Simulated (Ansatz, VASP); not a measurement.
**KBr in VASP and in Ansatz**

Contents of INCAR:

```
SYSTEM = KBr
ALGO = Normal
EDIFF = 1E-6
ENCUT = 520
GGA = PS
ISIF = 2
ISMEAR = -1
LASPH = .TRUE.
LCHARG = .TRUE.
LELF = .TRUE.
LREAL = .FALSE.
LVHAR = .TRUE.
LWAVE = .FALSE.
NBANDS = 15
NELM = 80
PREC = Accurate
SIGMA = 0.05
```

KPOINTS

```
k-points
0
G
  7 7 7
  0 0 0
```

The input POSCAR:

```
KBr
1.0
    0.0000000000      3.2553999381      3.2553999381
    3.2553999381      0.0000000000      3.2553999381
    3.2553999381      3.2553999381      0.0000000000
Br K
1 1
Direct
    0.5000000000      0.5000000000      0.5000000000
    0.0000000000      0.0000000000      0.0000000000
```

The input input.yaml:

```yaml
crystal:
  lattice:
    - [0.0, 3.2553999381, 3.2553999381]
    - [3.2553999381, 0.0, 3.2553999381]
    - [3.2553999381, 3.2553999381, 0.0]
  atoms:
    - { symbol: Br, position: [0.5, 0.5, 0.5] }
    - { symbol: K, position: [0.0, 0.0, 0.0] }
kpoints:
  mp_grid: { grid: [7, 7, 7] }
scf:
  occupations: { method: fermi_dirac, width: 0.05 }
hamiltonian:
  xc: pbesol
  pseudopotentials: { kind: all_electron, lapw: { basis_error: 0.0005 } }
output:
  forces: true
  stress: true
  eigenvalues: true
```

Change from the starting cell: volume scaled by 0.96.

Alike in both runs: task single point; functional PBEsol; k mesh 7 × 7 × 7; occupations fermi-dirac, width 0.05 eV; no spin polarisation.

|  | VASP | Ansatz |
| --- | --- | --- |
| version | VASP 6.6.1 | Ansatz 0.2.0 |
| potentials or method | VASP PAW PBE potentials, release 64 (Br, K_sv) | all-electron LAPW, scalar-relativistic |
| plane-wave cutoff (eV) | 520 | see its input |

|  | VASP | Ansatz | Ansatz less VASP |
| --- | --- | --- | --- |
| gap on the k mesh at the Fermi level (eV) | 4.38 | 4.38 | +0.003 |
| least direct gap on the mesh (eV) | 4.38 | 4.38 | +0.003 |
| pressure (GPa) | 0.4 | 0.3 | -0.06 |

Ansatz ran all-electron here, so the differences hold the error of VASP's frozen core and of both bases.

Caveats: the PAW data sets were made with another functional, which shifts forces and pressure a little (VASP).
